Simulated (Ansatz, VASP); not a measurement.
**One calculation of C, two programs**

```xyz
2
Lattice="0.0000 1.6348 1.7769 1.6348 0.0000 1.7769 1.6348 1.6348 0.0000" Properties=species:S:1:pos:R:3 pbc="T T T"
C     1.6348    1.6348    1.7769
C     2.4521    2.4521    2.6654
```

Change from the starting cell: strain -0.080 along x and y, +0.000 along z, atoms carried along.

Alike in both runs: task single point; functional PBEsol; k mesh 12 × 12 × 12; occupations gaussian, width 0.05 eV; no spin polarisation.

```csv
,VASP,Ansatz
version,VASP 6.6.1,Ansatz 0.2.0
potentials or method,"VASP PAW PBE potentials, release 64 (C)","scalar-relativistic, plane waves, PAW"
plane-wave cutoff (eV),520,420
valence electrons in the cell,8,8
```

```csv
,VASP,Ansatz,Ansatz less VASP
gap on the k mesh at the Fermi level (eV),3.27,3.28,+0.013
least direct gap on the mesh (eV),5.22,5.23,+0.006
pressure (GPa),103.2,101.3,-1.98
largest component of the traceless stress (GPa),66.39,66.52,+0.128
```

Caveats: the cell as given lies far from equilibrium; so large a pressure means that the cell lies far from this level's equilibrium, or that cutoff or potentials fall short (VASP); the potentials were made for another functional, which shifts forces and pressure (VASP).
